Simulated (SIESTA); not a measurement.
The system is FeO (Wuestite).

```
Fe O
1.0
     0.00000    2.15540    2.15540
     2.15540    0.00000    2.15540
     2.15540    2.15540    0.00000
Fe O
1 1
Direct
  0.00000 0.00000 0.00000
  0.50000 0.50000 0.50000
```

* Program: SIESTA 5.4.2
* Task: single point
* Functional: PBEsol
* Potentials or basis: PseudoDojo 0.4 standard (PBEsol files)
* Basis: DZP (energy shift 0.003 Ry; two zetas on semicore shells)
* Grid cutoff: 800 Ry
* Energy shift: 0.003 Ry
* k mesh: 11 × 11 × 11
* Occupations: fermi-dirac, width 0.05 eV
* Spin: collinear spin, ferromagnetic start
* Starting moments: [3.0, 0.0] μB

On this cell: pressure -7.8 GPa; largest force zero by symmetry; net moment 4.00 μB per cell; site moments Fe +3.68; O +0.32 μB; band gap on the k mesh none (metal or under the smearing width).

The same run follows on a disturbed copy (atoms moved at random, drawn with an rms of 0.05 Å):

```xyz
2
Lattice="0.0000 2.1554 2.1554 2.1554 0.0000 2.1554 2.1554 2.1554 0.0000" Properties=species:S:1:pos:R:3 pbc="T T T"
Fe    0.0449    0.0680    0.0221
O     2.1631    2.1655    2.2137
```

Task: What changes?

Result: The energy (extrapolated to zero smearing) moves by +4.6 meV/atom; pressure -7.4 GPa; largest force 0.238 eV/Å; net moment 4.00 μB per cell; site moments Fe +3.68; O +0.32 μB; band gap on the k mesh none (metal or under the smearing width).

Forces on the atoms (eV/Å):
```
Fe  -0.112 -0.180  0.109
O    0.112  0.181 -0.108
```

Stress tensor (GPa, compression positive):
```
-7.58 -0.15  0.10
-0.15 -7.00  0.16
 0.10  0.16 -7.59
```

Caveats: short orbitals over semicore shells can move pressures by several GPa; the basis of atomic orbitals isn't converged, which shifts pressures, moduli and gaps; a cell with one magnetic atom can't hold antiferromagnetic order, which such compounds often take; semilocal functionals often make such compounds metallic where correlation or magnetic order opens a gap, which also shifts bond lengths.
